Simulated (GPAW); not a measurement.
## Si in GPAW: convergence with basis set

The system is Si.

```
CELL_PARAMETERS angstrom
2.62054 0.00000 0.00000
-1.31027 2.26946 0.00000
0.00000 0.00000 2.46635
ATOMIC_POSITIONS crystal
Si 0.00000 0.00000 0.00000
```

This isn't the form of Si at room conditions, which is diamond.

| Item | Value |
| --- | --- |
| Program | GPAW 26.7.0 |
| Task | convergence study |
| Functional | LDA |
| Potentials or basis | the program's PAW data sets (release 1.2.1) made for this functional |
| Basis | lcao:sz(dzp) |
| Grid spacing | 0.16 Å |
| k mesh | 12 × 12 × 11 |
| Occupations | fermi-dirac, width 0.05 eV |
| Spin | no spin polarisation |

These are the settings of the first run; the series varies basis set, with any setting tied to it.

Hardware: 1 thread of Arm Neoverse V1, on a shared host.

Q: The values tried are lcao:sz(dzp), lcao:szp(dzp), lcao:dz(dzp), lcao:dzp, fd, pw, loosest first. From which on does the energy stay within 1 meV/atom of the tightest run that finished?

A: From fd on.

| basis set | energy less the tightest run, at zero smearing (meV/atom) | SCF cycles | CPU time (s) | peak memory (GiB) |
| --- | --- | --- | --- | --- |
| lcao:sz(dzp) | 954.61 | 7 | 67 | 0.14 |
| lcao:szp(dzp) | 222.00 | 8 | 290 | 0.15 |
| lcao:dz(dzp) | 632.72 | 7 | 93 | 0.14 |
| lcao:dzp | 121.21 | 8 | 350 | 0.15 |
| fd | 0.11 | 9 | 24 | 0.28 |
| pw | 0.00 | 8 | 6.9 | 0.13 |

The tightest run that finished is the yardstick and may itself not be fully converged.
